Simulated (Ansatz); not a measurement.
# 3-layer honeycomb SiC (AA') in a perpendicular field

Wanted: the out-of-plane response of the 3-layer honeycomb SiC (AA'). A positive field points along +c.

Calculated with Ansatz 0.2.0; plane-wave DFT, PBE-D3(BJ), Ansatz PAW.

### Step 1. The structure

The cell holds 6 atoms: 3 C and 3 Si. Cell: a = 3.100 Å, b = 3.100 Å, c = 44.400 Å, α = 90.0°, β = 90.0°, γ = 120.0°. Regions: layer 1: honeycomb SiC, 2 atoms (1 C and 1 Si); layer 2: honeycomb SiC, 2 atoms (1 C and 1 Si); layer 3: honeycomb SiC, 2 atoms (1 C and 1 Si). Vacuum lies along c.

### Step 2. Relaxation

The starting cell is a guess, so the in-plane lattice and the atoms are relaxed first, with the slab cut off from its images along the normal.

File input.yaml:

```yaml
crystal:
  lattice:
    - [3.1, 0.0, 0.0]
    - [-1.55, 2.6846787517, 0.0]
    - [0.0, 0.0, 44.4000000018]
  atoms:
    - { symbol: C, position: [0.6666666667, 0.3333333333, 0.4245495495] }
    - { symbol: Si, position: [0.3333333333, 0.6666666667, 0.4245495495] }
    - { symbol: C, position: [0.3333333333, 0.6666666667, 0.5] }
    - { symbol: Si, position: [0.6666666667, 0.3333333333, 0.5] }
    - { symbol: C, position: [0.6666666667, 0.3333333333, 0.5754504505] }
    - { symbol: Si, position: [0.3333333333, 0.6666666667, 0.5754504505] }
  periodic: [true, true, false]
kpoints:
  mp_grid: { grid: [12, 12, 1] }
hamiltonian:
  xc: pbe
  dispersion: d3bj
scf:
  occupations: { method: fermi_dirac, width: 0.05 }
  convergence: { dr2_threshold: 1.0e-09 }
relax:
  f_tol: 0.004
  max_steps: 90
  cell: {}
output:
  write_potential: true
  write_density: true
  volumetric_format: npy
```

Started as:

```
$ ansatz run input.yaml --threads 2 --pin off --max-ram 3072MiB --backend cpu --events-out ev --progress --plain --runs-dir out
```

Numbers of over 12 decimals in the logs are rounded to 6 here.

The program printed:

```text
Warning: relax.cell: scf.convergence.dr2_threshold = 1e-9 eV is looser than the 2.15138584985e-10 eV advised for a relaxation that steers and ends on the stress (1e-10 eV for each atom of the cell: 6, times the square of relax.cell.stress_2d_tol = 0.05 N/m over 16.7 Å (the atoms' height at the walk's start and 5 Å past either face), 2.994e-2 GPa, over a crystal's default 0.05). What an SCF threshold leaves in a stress goes as its square root, and in the free energy as the threshold itself, and one threshold admits the most on a small cell: [figures from the program's tests cut] Set scf.convergence.dr2_threshold to 2.15138584985e-10 eV or tighter. [rest of the remark cut]
Engine: ansatz 0.2.0, aarch64-unknown-linux-gnu
Pseudopotentials: kind: paw
Pseudopotential: C, paw, valence charge 4, recommended cutoff 420 eV (normal), C.paw.azcp
Pseudopotential: Si, paw, valence charge 4, recommended cutoff 420 eV (normal), Si.paw.azcp
Functional definition: PBE
  parameter kappa = 0.804
  parameter beta = 0.066725
  exchange = pbe_x(kappa = kappa, mu = beta*pi^2/3)
  correlation = pbe_c(beta = beta)
Crystal: 6 atoms, lattice volume = 369.519 Å³
Basis set: ecut = 420 eV, 7193 PW (Γ), exchange–correlation on 48×48×600 points (8 copies of the dense FFT grid, shifted against one another)
Bands: 18, of which v1, the nominal top of the filled ones, is band 12 counted from 1 (11 counted from 0)
Symmetry: 12 space group operations
Space group: P-6m2 (ITA 187), of the structure as read, at distance tolerance 7.2e-5 Å
k-points: 19 of 144 (time reversal used)
Non-local potential: C, projectors of the file, l = 0: 2, l = 1: 2, l = 2: 1
Non-local potential: Si, projectors of the file, l = 0: 2, l = 1: 2, l = 2: 2
PAW form: soft (Blöchl's): semilocal exchange-correlation on the pseudo side does not see the compensation charge
PAW one-centre angular grid: C, 110 points (default); XC on 64 Gauss nodes
PAW one-centre angular grid: Si, 110 points (default); XC on 64 Gauss nodes
Initial density: superposition of atomic densities (neutral atoms: chi_scale 0, normalization atom), corrected by the library's trained network
Initial wavefunctions: pseudopotential atomic-orbital guess
Functional: x = pbe(κ = 0.804, μ = 0.219515), c = pbe(β = 0.066725)
SCF iter   1: F=—  HF=-2659.739761 eV  |F-HF|=—  |Δ(HF+E_count)|=         —  Δρ=1.44e-3  dr2=1.24e-2  ethr=1.77e-3  ⟨swp⟩=14.0  Hψ=3607  notcnv=0
preconditioner: auto → Resta (q_TF=auto, 1.730 Å⁻¹)  ε∞=1.8  [insulator: Δε(μ)=2.150 eV  Ē_g=10.284 eV  σ=0.050 eV  W_gap=1.00  n_scr=24 (ndim 8)  ℏωp=9.5 eV  f_vac=0.742  D(μ)=0.00/eV (n_scr^D=0)  ε∞_Penn≈1.8  vacuum switching on, ρ_ref=7.7e-3 e/Å³]
SCF iter   2: F=—  HF=-2659.739086 eV  |F-HF|=—  |Δ(HF+E_count)|=   6.74e-4  Δρ=6.85e-4  dr2=2.30e-3  ethr=5.16e-5  ⟨swp⟩=3.6  Hψ=978  notcnv=0  defer=22
SCF iter   3: F=—  HF=-2659.739464 eV  |F-HF|=—  |Δ(HF+E_count)|=   3.77e-4  Δρ=2.96e-4  dr2=5.48e-4  ethr=9.57e-6  ⟨swp⟩=2.7  Hψ=627  notcnv=0  defer=22
SCF iter   4: F=—  HF=-2659.739621 eV  |F-HF|=—  |Δ(HF+E_count)|=   1.57e-4  Δρ=7.89e-5  dr2=8.62e-5  ethr=2.28e-6  ⟨swp⟩=3.6  Hψ=689  notcnv=0  defer=22
SCF iter   5: F=—  HF=-2659.739595 eV  |F-HF|=—  |Δ(HF+E_count)|=   2.61e-5  Δρ=2.97e-5  dr2=2.61e-6  ethr=3.59e-7  ⟨swp⟩=2.9  Hψ=604  notcnv=0  defer=22
SCF iter   6: F=—  HF=-2659.739576 eV  |F-HF|=—  |Δ(HF+E_count)|=   1.94e-5  Δρ=7.80e-6  dr2=2.90e-7  ethr=1.09e-8  ⟨swp⟩=3.3  Hψ=743  notcnv=0  defer=22
SCF iter   7: F=—  HF=-2659.739576 eV  |F-HF|=—  |Δ(HF+E_count)|=   4.02e-8  Δρ=2.36e-6  dr2=2.40e-8  ethr=1.21e-9  ⟨swp⟩=2.6  Hψ=613  notcnv=0  defer=22
SCF iter   8: F=—  HF=-2659.739576 eV  |F-HF|=—  |Δ(HF+E_count)|=   1.57e-9  Δρ=7.17e-7  dr2=1.04e-9  ethr=1.00e-10  ⟨swp⟩=3.1  Hψ=669  notcnv=0  defer=22
SCF iter   9: F=-2659.739576 eV  HF=-2659.739576 eV  |F-HF|=5.59e-11  |Δ(HF+E_count)|=   2.80e-9  Δρ=9.77e-8  dr2=3.72e-11  ethr=4.17e-12  ⟨swp⟩=11.0  Hψ=2476  notcnv=0
SCF 1 converged in 9 iterations: F = -2659.739576 eV  dr2 = 3.72e-11
  greatest PAW one-centre occupation: 0.652 electrons in one spin orbital (limit 2), on the C atom at site 2 (counted from 0), in its partial waves of l = 0
relax step   1: F+E_penalty+E_count = -2659.73957560 eV  Δ(F+E_penalty+E_count) = +0.000e0 eV  max|allowed force component| = 2.489e-1 eV/Å  Δτ_max = 0.0000 Å  P = -2.165 N/m  Ω = 369.519 Å³  fix = [c, alpha, beta]  reactions: c -0.000 N/m  (9 SCF iters, accepted)
Crystal: 6 atoms, lattice volume = 368.388 Å³
Initial density: handed on by an earlier stage of this run
Initial wavefunctions: those handed on with the density
iter 1 solved again at ethr=2.34e-3 eV; its pass at ethr=3.10e-3 eV (dr2=5.62e-1 eV) is discarded
SCF iter   1: F=—  HF=-2659.960036 eV  |F-HF|=—  |Δ(HF+E_count)|=         —  Δρ=1.09e-2  dr2=5.70e-1  ethr=2.34e-3  ⟨swp⟩=1.3  Hψ=3450  notcnv=0
preconditioner: auto → Resta (q_TF=auto, 1.731 Å⁻¹)  ε∞=1.8  [insulator: Δε(μ)=2.177 eV  Ē_g=10.420 eV  σ=0.050 eV  W_gap=1.00  n_scr=24 (ndim 8)  ℏωp=9.5 eV  f_vac=0.758  D(μ)=0.00/eV (n_scr^D=0)  ε∞_Penn≈1.8  vacuum switching on, ρ_ref=7.9e-3 e/Å³]
SCF iter   2: F=—  HF=-2659.819868 eV  |F-HF|=—  |Δ(HF+E_count)|=   1.40e-1  Δρ=3.98e-3  dr2=8.75e-2  ethr=2.34e-3  ⟨swp⟩=3.8  Hψ=886  notcnv=0  defer=2
SCF iter   3: F=—  HF=-2659.811889 eV  |F-HF|=—  |Δ(HF+E_count)|=   7.98e-3  Δρ=2.06e-3  dr2=1.39e-2  ethr=3.65e-4  ⟨swp⟩=4.0  Hψ=848  notcnv=0  defer=11
SCF iter   4: F=—  HF=-2659.812609 eV  |F-HF|=—  |Δ(HF+E_count)|=   7.20e-4  Δρ=7.67e-4  dr2=2.89e-3  ethr=5.79e-5  ⟨swp⟩=3.3  Hψ=888  notcnv=0  defer=25
SCF iter   5: F=—  HF=-2659.812599 eV  |F-HF|=—  |Δ(HF+E_count)|=   9.64e-6  Δρ=2.52e-4  dr2=1.96e-4  ethr=1.21e-5  ⟨swp⟩=2.8  Hψ=544  notcnv=0  defer=25
SCF iter   6: F=—  HF=-2659.812683 eV  |F-HF|=—  |Δ(HF+E_count)|=   8.39e-5  Δρ=3.77e-5  dr2=3.76e-6  ethr=8.16e-7  ⟨swp⟩=3.2  Hψ=612  notcnv=0  defer=25
SCF iter   7: F=—  HF=-2659.812678 eV  |F-HF|=—  |Δ(HF+E_count)|=   4.52e-6  Δρ=5.75e-6  dr2=1.36e-7  ethr=1.57e-8  ⟨swp⟩=3.3  Hψ=721  notcnv=0  defer=25
SCF iter   8: F=—  HF=-2659.812656 eV  |F-HF|=—  |Δ(HF+E_count)|=   2.23e-5  Δρ=1.71e-6  dr2=1.31e-8  ethr=5.66e-10  ⟨swp⟩=2.8  Hψ=625  notcnv=0  defer=25
SCF iter   9: F=—  HF=-2659.812656 eV  |F-HF|=—  |Δ(HF+E_count)|=   1.24e-9  Δρ=5.66e-7  dr2=1.45e-9  ethr=5.46e-11  ⟨swp⟩=3.0  Hψ=682  notcnv=0  defer=25
SCF iter  10: F=-2659.812656 eV  HF=-2659.812656 eV  |F-HF|=3.18e-11  |Δ(HF+E_count)|=  2.06e-10  Δρ=9.99e-8  dr2=2.82e-11  ethr=4.17e-12  ⟨swp⟩=10.8  Hψ=2492  notcnv=0
SCF 2 converged in 10 iterations: F = -2659.812656 eV  dr2 = 2.82e-11
[...]
relax step   9: F+E_penalty+E_count = -2660.11005995 eV  Δ(F+E_penalty+E_count) = -4.286e-4 eV  max|allowed force component| = 1.480e-2 eV/Å  Δτ_max = 0.0154 Å  P = +0.306 N/m  Ω = 375.773 Å³  energy of the carried Pulay correction = -1.747e-3 eV  fix = [c, alpha, beta]  reactions: c +0.000 N/m  (8 SCF iters, accepted)
relax step  10: F+E_penalty+E_count = -2660.11012166 eV  Δ(F+E_penalty+E_count) = -6.171e-5 eV  max|allowed force component| = 1.013e-3 eV/Å  Δτ_max = 0.0045 Å  P = +0.001 N/m  Ω = 376.040 Å³  energy of the carried Pulay correction = -1.821e-3 eV  fix = [c, alpha, beta]  reactions: c +0.000 N/m  (7 SCF iters, accepted)
relax step  11: F+E_penalty+E_count = -2660.11222222 eV  Δ(F+E_penalty+E_count) = -2.101e-3 eV  max|allowed force component| = 9.625e-4 eV/Å  Δτ_max = 0.0000 Å  P = +0.057 N/m  Ω = 376.040 Å³  fix = [c, alpha, beta]  reactions: c +0.000 N/m  stress off target by 5.66e-2 N/m on what of the cell is left free  SCF on the basis re-selected at this cell (its energy is not comparable with the rows above)  (6 SCF iters)
relax step  12: F+E_penalty+E_count = -2660.11220568 eV  Δ(F+E_penalty+E_count) = +1.654e-5 eV  max|allowed force component| = 1.627e-5 eV/Å  Δτ_max = 0.0002 Å  P = +0.001 N/m  Ω = 376.108 Å³  energy of the carried Pulay correction = -1.947e-5 eV  fix = [c, alpha, beta]  reactions: c +0.000 N/m  (5 SCF iters, accepted)
iter 1 solved again at ethr=1.17e-7 eV; its pass at ethr=3.10e-3 eV (dr2=2.81e-5 eV) is discarded
SCF iter   1: F=—  HF=-2660.112289 eV  |F-HF|=—  |Δ(HF+E_count)|=         —  Δρ=2.14e-6  dr2=9.60e-9  ethr=1.17e-7  ⟨swp⟩=7.2  Hψ=5918  notcnv=0
eigensolver tolerance schedule: the retry pair's looser diagonalisation over-reported the residual by 2924.72 of it (diagonalisation noise at 0.12 of the residual, at the tolerance the schedule requests for it); recorded, not acted on — ethr = c·dr2/N_el stays at c = 1.0e-1
preconditioner: auto → Resta (q_TF=auto, 1.725 Å⁻¹)  ε∞=1.7  [insulator: Δε(μ)=2.060 eV  Ē_g=11.084 eV  σ=0.050 eV  W_gap=1.00  n_scr=24 (ndim 8)  ℏωp=9.4 eV  f_vac=0.788  D(μ)=0.00/eV (n_scr^D=0)  ε∞_Penn≈1.7  vacuum switching on, ρ_ref=8.9e-3 e/Å³]
SCF iter   2: F=—  HF=-2660.112245 eV  |F-HF|=—  |Δ(HF+E_count)|=   4.40e-5  Δρ=1.26e-6  dr2=5.15e-9  ethr=4.00e-11  ⟨swp⟩=5.8  Hψ=1328  notcnv=0
SCF iter   3: F=—  HF=-2660.112246 eV  |F-HF|=—  |Δ(HF+E_count)|=   3.41e-7  Δρ=7.29e-7  dr2=1.02e-9  ethr=2.15e-11  ⟨swp⟩=2.1  Hψ=546  notcnv=0
iter 4 met the thresholds in force, and the SCF goes on: an eigenvalue changes by 8.67 meV, over its tolerance of 1.06 meV (output.eigenvalues, Limitations)
SCF iter   4: F=-2660.112247 eV  HF=-2660.112246 eV  |F-HF|=4.88e-7  |Δ(HF+E_count)|=   6.46e-7  Δρ=4.02e-7  dr2=3.50e-10  ethr=4.17e-12  ⟨swp⟩=19.9  Hψ=3412  notcnv=0
iter 5 met the thresholds in force, and the SCF goes on: an eigenvalue changes by 2.62 meV, over its tolerance of 1.03 meV (output.eigenvalues, Limitations)
SCF iter   5: F=-2660.112247 eV  HF=-2660.112247 eV  |F-HF|=1.29e-7  |Δ(HF+E_count)|=   3.59e-7  Δρ=1.72e-7  dr2=6.56e-11  ethr=1.46e-12  ⟨swp⟩=10.4  Hψ=2617  notcnv=0
Mixer restart at iter 5: flushing history
SCF iter   6: F=-2660.112247 eV  HF=-2660.112247 eV  |F-HF|=1.93e-10  |Δ(HF+E_count)|=   1.29e-7  Δρ=1.48e-7  dr2=2.79e-10  ethr=1.00e-12  ⟨swp⟩=10.6  Hψ=2727  notcnv=0
SCF 13 converged in 6 iterations: F = -2660.112247 eV  dr2 = 2.79e-10
relax step  13: F+E_penalty+E_count = -2660.11224682 eV  Δ(F+E_penalty+E_count) = -4.114e-5 eV  max|allowed force component| = 3.664e-5 eV/Å  Δτ_max = 0.0000 Å  P = +0.001 N/m  Ω = 376.108 Å³  fix = [c, alpha, beta]  reactions: c +0.000 N/m  stress off target by 1.32e-3 N/m on what of the cell is left free  SCF on the basis re-selected at this cell (its energy is not comparable with the rows above)  (6 SCF iters)
basis re-selected at this cell: Δ(F+E_penalty+E_count) = -4.114e-5 eV, ΔP = +0.000 N/m vs the last step (what re-selecting the basis moved, of the pressure what is left beyond the Pulay correction that the steps carried, after the strain that the cell walked since its last selection, with what the two solves' SCF thresholds leave and, on support functions, any second-order correction that the steps lacked; it is no m [...]
WARN: The output density's exchange-correlation potential varies sharply where the density is thin. Do not read a vacuum level from v_tot or v_xc, or from such a field of the output density. On a cell that repeats whose density bears no net charge and no dipole along the vacuum's axis use v_es (v_loc + v_h of the components); under efield.dipole_correction with no amplitude use v_es + v_field, which holds any externa [...]
SCF converged after 6 iterations
an eigenvalue changed by more than its tolerance at an iteration that met the thresholds in force, so the SCF went on 2 times, its first undamped step at iteration 5: the last check found none over its tolerance
Free energy (F): -2660.112247 eV
Harris-Foulkes:  -2660.112247 eV  (|F-HF|=1.93e-10)
Internal energy: -2660.112247 eV  (E = F + TS)
E sigma→0 (E₀):  -2660.112247 eV
Fermi energy:    -4.263690 eV
--- Per-component energies (eV) ---
  E_band       = -278.793136
  E_kinetic    = 403.942180
  E_local      = -54270.583947  (includes V_loc(G=0)·N_el)
  E_nonlocal   = 155.539397
  E_hartree    = 26892.496335
  E_xc         = -314.575620
  E_vxc        = -325.380262  (∫ρ·V_xc dr)
  E_paw        = -1835.901962  (= ΣΔE_a)
  E_vpaw       = -27.304931  (= ΣTr[D̂ρ^β])
  E_aug_tail   = 0.000040  (compensation charges beyond the density's cutoff)
  E_ewald      = 26310.366256
  E_disp       = -1.394924  (pairwise vdW)
  E_smearing   = -0.000000  (= −TS)
  E_closure    = -0.000000  (closes the sum)
  Σ components = -2660.112247   (vs F -2660.112247, Δ=0.00e0)
--- Forces (eV/Å), atoms counted from 1 ---
  atom   1  C      0.00000000     0.00000000    -0.00003664
  atom   2  Si     0.00000000    -0.00000000    -0.00000651
  atom   3  C      0.00000000     0.00000000     0.00000000
  atom   4  Si    -0.00000000     0.00000000     0.00000000
  atom   5  C      0.00000000     0.00000000     0.00003664
  atom   6  Si     0.00000000    -0.00000000     0.00000651
  max |Σ_I F_I| component: 5.55e-17 eV/Å
--- 2D stress c σ (N/m, compression-positive) ---
        0.001323       0.000000       0.000000
        0.000000       0.001323       0.000000
        0.000000       0.000000       0.000000
  P = ½ c Tr σ = 0.0013 N/m
--- Band table (eV; the first three rows and the last of 19) ---
  k-point 0: bands = [... 8 lower, -6.9726, -6.7132, -6.7132, -5.8133, -1.7626 (-1.7626°), -1.1906 (-1.1906°), -0.6263 (-0.6263°), 0.0700 (-0.0013°?), ... 2 higher]
  k-point 1: bands = [... 8 lower, -7.1537, -7.1138, -6.8118, -5.6513, -1.4239 (-1.4239°), -1.0363 (-1.0363°), -0.5781 (-0.5781°), 0.0227 (0.0225°), ... 2 higher]
  k-point 2: bands = [... 8 lower, -8.1598, -7.4614, -7.0756, -5.4354, -1.6075, -0.7412 (-0.7412°), -0.6652 (-0.6652°), 0.0716 (0.0715°), ... 2 higher]
  k-point 18: bands = [... 8 lower, -10.4856, -8.0390, -7.3525, -5.5261, -2.2480, -1.1941, -0.1754, 0.0861, ... 2 higher]
  ° read free of the cell's end (the report's vacuum.weakly_bound_levels)
  °? not known for the slab's own: over its row's bound_up_to_ev there, or no deeper under its free states than its continued_xc_part_ev in size
--- Relaxed structure (11 steps of the walk, 10 accepted, 2 SCFs on fresh bases) ---
  F+E_penalty+E_count = -2660.11224682 eV   max|allowed force component| = 3.664e-5 eV/Å   (the final SCF, on the basis selected at the relaxed cell)
  cell:  # Å, volume = 376.1081 Å³
    - [3.127516, 0.0, 0.0]
    - [-1.563758, 2.708508, 0.0]
    - [0.0, 0.0, 44.4000000018]
  atoms:
    - { symbol: C, position: [0.666667, 0.333333, 0.444536] }
    - { symbol: Si, position: [0.333333, 0.666667, 0.447348] }
    - { symbol: C, position: [0.333333, 0.666667, 0.5] }
    - { symbol: Si, position: [0.666667, 0.333333, 0.5] }
    - { symbol: C, position: [0.666667, 0.333333, 0.555464] }
    - { symbol: Si, position: [0.333333, 0.666667, 0.552652] }
```

It took 2.9 min on 2 threads of Arm Neoverse N1, shared host; peak memory 0.55 GiB; 5.8 min of CPU time.

Relaxation path:

```
step  energy less that of the first step (eV)  largest force component (eV/Å)  volume (Å³)
   1                                   0.0000                          0.2489       369.52
   2                                  -0.0731                          0.1296       368.39
   3                                  -0.1520                          0.2004       367.74
   4                                  -0.2424                          0.2176       368.04
   5                                  -0.3152                          0.1890       369.13
   6                                  -0.3649                          0.1716       375.69
   7                                  -0.3276                          0.2525       378.62
   8                                  -0.3701                          0.0260       376.38
   9                                  -0.3705                          0.0148       375.77
  10                                  -0.3705                          0.0010       376.04
 11*                                  -0.3726                          0.0010       376.04
  12                                  -0.3726                          0.0000       376.11
 13*                                  -0.3727                          0.0000       376.11
```

Relaxation steps marked * repeat the geometry before them on a plane-wave basis chosen anew for their cell, so energy and pressure can jump there. Relaxation step 7 was tried and not accepted.

The run keeps the 12 symmetry operations that it works with, so distortions that break them were not tested.

```
cell as run  before  after  change
      a (Å)   3.100  3.128  +0.9 %
      b (Å)   3.100  3.128  +0.9 %
```

The atoms that moved most (Å, along periodic axes as changes of fractional coordinates times the final cell, across vacuum about the mean position):

```
atom     dx     dy      dz  length
 Si2  0.000  0.000   1.012   1.012
 Si6  0.000  0.000  -1.012   1.012
  C1  0.000  0.000   0.887   0.887
  C5  0.000  0.000  -0.887   0.887
```

Final coordinates:

```cif
data_structure
_symmetry_space_group_name_H-M 'P 1'
_symmetry_Int_Tables_number 1
_cell_length_a 3.1275
_cell_length_b 3.1275
_cell_length_c 44.4000
_cell_angle_alpha 90.000
_cell_angle_beta 90.000
_cell_angle_gamma 120.000
_cell_volume 376.11
loop_
_atom_site_label
_atom_site_type_symbol
_atom_site_fract_x
_atom_site_fract_y
_atom_site_fract_z
_atom_site_occupancy
C1 C 0.66667 0.33333 0.44454 1
Si2 Si 0.33333 0.66667 0.44735 1
C3 C 0.33333 0.66667 0.50000 1
Si4 Si 0.66667 0.33333 0.50000 1
C5 C 0.66667 0.33333 0.55546 1
Si6 Si 0.33333 0.66667 0.55265 1
```

Numbers from this step:

* gap on the k-mesh: 2.060 eV

The lattice constant a goes from 3.100 to 3.128 Å.

[end of part 1 of 3]

[Logs are printed without paths, hosts, clocks, repeated set-up lines and the standing remarks that a program may print on its own settings, such as how far it seeks lower states.]

[Hosts, paths, dates, database ids (printed as entryN), source tags and the programs' standing remarks are cut or masked in the printed files.]

[Maps of the electrostatic potential energy from Ansatz leave out the sawtooth potential of an applied field or a dipole correction, so their vacuum need not be flat; planar profiles and work functions include it.]
